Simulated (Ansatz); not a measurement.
ZnO built on the rocksalt prototype: a single-point calculation in the PAW code Ansatz (LDA). Cell and atoms come from a relaxation with r2SCAN.

input.yaml:
```yaml
crystal:
  lattice:
    - [0.0, 2.1337703972, 2.1337703972]
    - [2.1337703972, 0.0, 2.1337703972]
    - [2.1337703972, 2.1337703972, 0.0]
  atoms:
    - { symbol: Zn, position: [0.0, 0.0, 0.0] }
    - { symbol: O, position: [0.5, 0.5, 0.5] }
kpoints:
  mp_grid: { grid: [10, 10, 10] }
  band_path:
    path:
      - [0.0, 0.0, 0.0]
      - [0.5, 0.0, 0.5]
      - [0.625, 0.25, 0.625]
      - [0.375, 0.375, 0.75]
      - [0.5, 0.5, 0.5]
      - [0.5, 0.25, 0.75]
      - [0.0, 0.0, 0.5]
    npoints: 1
hamiltonian:
  xc: lda
scf:
  occupations: { method: fixed }
  n_extra_bands: 4
output:
  forces: true
  stress: true
  eigenvalues: true
  write_density: true
  write_potential: true
  elf: true
  volumetric_format: npy
```

Run as `ansatz run input.yaml --threads 2 --pin off --max-ram 2211MiB --backend cpu --events-out ev --progress --plain --runs-dir out`.

Output, abridged:
```
Pseudopotential: Zn, paw, valence charge 12, recommended cutoff 420 eV (normal)
Pseudopotential: O, paw, valence charge 6, recommended cutoff 420 eV (normal)
Functional definition: SPW92
Crystal: 2 atoms, lattice volume = 19.430 Å³
Basis set: ecut = 420 eV, 339 PW (Γ)
Bands: 13, of which v1, the nominal top of the filled ones, is band 9 counted from 1 (8 counted from 0)
Symmetry: 48 space group operations
Space group: Fm-3m (ITA 225)
k-points: 47 of 1000
preconditioner: auto → none  [insulator: Δε(μ)=0.774 eV  ℏωp=35.7 eV]
Free energy (F): -3801.732745 eV
Fermi energy:    9.767666 eV
--- Per-component energies (eV) ---
  E_band       = 75.069429
  E_kinetic    = 305.798155
  E_local      = -1705.207029
  E_nonlocal   = 673.870779
  E_hartree    = 695.872347
  E_xc         = -207.075889
  E_vxc        = -145.717072
  E_paw        = -1909.570444
  E_vpaw       = -445.424225
  E_ewald      = -1657.076649
  E_core_change = 1.654063
--- Stress (GPa, compression-positive) ---
       -7.343184       0.000000       0.000000
        0.000000      -7.343184       0.000000
        0.000000       0.000000      -7.343184
  P = ⅓ Tr σ = -7.3432 GPa (-73.432 kbar)
```

bands.tsv, columns around the gap (it counts bands from 0):
```tsv
# k_distance	band_4	band_5	band_6	band_7	band_8	band_9	band_10	band_11	band_12
# fermi_ev = 9.767666
# [0, 0, 0] at k_distance = 0.000000
# [0.5, 0, 0.5] at k_distance = 1.472320
# [0.625, 0.25, 0.625] at k_distance = 1.992864
# [0.375, 0.375, 0.75] at k_distance = 2.894472
# [0.5, 0.5, 0.5] at k_distance = 3.796080
# [0.5, 0.25, 0.75] at k_distance = 4.837167
# [0, 0, 0.5] at k_distance = 5.878255
# levels_relative_to = fermi_ev
0.000	-4.774	-4.774	-1.400	-1.400	-1.400	0.918	17.833	17.833	17.833
1.472	-4.442	-4.442	-4.089	-2.864	-2.864	4.058	10.578	11.172	15.250
1.993	-4.522	-4.511	-3.769	-3.190	-1.489	5.920	9.714	10.418	14.347
2.894	-4.522	-4.511	-3.769	-3.190	-1.489	5.920	9.714	10.418	14.347
3.796	-4.559	-4.559	-3.716	0.000	0.000	5.353	9.016	12.622	12.622
4.837	-4.442	-4.206	-3.505	-3.505	-2.202	6.725	10.387	10.387	11.954
5.878	-4.559	-4.559	-3.716	0.000	0.000	5.353	9.016	12.622	12.622
```
In order the rows are Γ, X, U, K, L, W, L.

Planar averages along the third cell vector, from rho_z.tsv and v_z.tsv (valence density with its augmentation; electrostatic potential energy of an electron, of which only differences have a meaning):
```tsv
z (Å)	ρ (e/Å³)	v_es (eV)
0.00	2.055	1.03
0.25	1.449	1.83
0.38	1.004	2.77
0.63	0.530	5.22
0.75	0.486	5.96
1.01	0.605	6.34
1.13	0.720	6.19
1.38	0.910	5.25
1.51	0.938	5.07
1.76	0.831	5.74
1.89	0.720	6.19
2.14	0.519	6.24
2.26	0.486	5.96
2.51	0.690	3.99
2.64	1.004	2.77
2.89	1.875	1.23
```

LDA gives an indirect gap of 0.92 eV, from L to Γ; the least direct gap is 2.32 eV at Γ. The mean pressure is -7.34 GPa (compression positive), so LDA would shrink the cell's volume.

Spin-unpolarised throughout. Whether this structure exists isn't addressed.
